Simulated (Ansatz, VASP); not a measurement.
**One calculation of Pd, two programs**

The input INCAR:

```
ALGO     = Fast           # electronic algorithm
EDIFF    = 1E-6           # SCF threshold, eV
ENCUT    = 520            # plane-wave cutoff, eV
GGA      = PE             # functional
ISIF     = 2              # what is computed and relaxed
ISMEAR   = 0              # smearing method
LASPH    = T              # aspherical terms in the spheres
LCHARG   = F              # write CHGCAR
LREAL    = F              # projectors in reciprocal space
LWAVE    = F              # write WAVECAR
NBANDS   = 11             # bands
NELM     = 100            # most SCF steps
PREC     = Accurate       # precision mode
SIGMA    = 0.15           # smearing width, eV
```

Contents of KPOINTS:

```
k-points
0
Gamma
  20 20 20
```

Contents of POSCAR:

```
Pd
1.0
    0.0607781250      1.9449000000      1.9449000000
    2.0056781250      0.0000000000      2.0056781250
    1.9449000000      1.9449000000      0.0607781250
Pd
1
Direct
    0.0000000000      0.0000000000      0.0000000000
```

Input for Ansatz:

```yaml
crystal:
  lattice:
    - [0.060778125, 1.9449, 1.9449]
    - [2.005678125, 0.0, 2.005678125]
    - [1.9449, 1.9449, 0.060778125]
  atoms:
    - { symbol: Pd, position: [0.0, 0.0, 0.0] }
basis:
  ecutwfc: 420
kpoints:
  mp_grid: { grid: [20, 20, 20] }
hamiltonian:
  xc: pbe
scf:
  occupations: { method: gaussian, width: 0.15 }
output:
  forces: true
  stress: true
  eigenvalues: true
```

Change from the starting cell: strain +0.0625 x Voigt [0, 0, 0, 0, 1, 0], atoms carried along.

Alike in both runs: task single point; functional PBE; k mesh 20 × 20 × 20; occupations gaussian, width 0.15 eV; no spin polarisation.

```csv
,VASP,Ansatz
version,VASP 6.6.1,Ansatz 0.2.0
potentials or method,"VASP PAW PBE potentials, release 64 (Pd)","scalar-relativistic, plane waves, PAW"
plane-wave cutoff (eV),520,420
valence electrons in the cell,10,18
```

Ansatz gave:

- gap on the k mesh at the Fermi level (eV): none
- pressure (GPa): 8.5
- largest component of the traceless stress (GPa): 5.40

Task: Which values does VASP return?

Result: gap on the k mesh at the Fermi level (eV): none; pressure (GPa): 8.2; largest component of the traceless stress (GPa): 5.36.

A gap of «none» marks a metal or a gap that the smearing closes. The functional is the same, so the differences come from potentials, cutoffs and numerics. The two sets of potentials don't hold the same shells in valence.
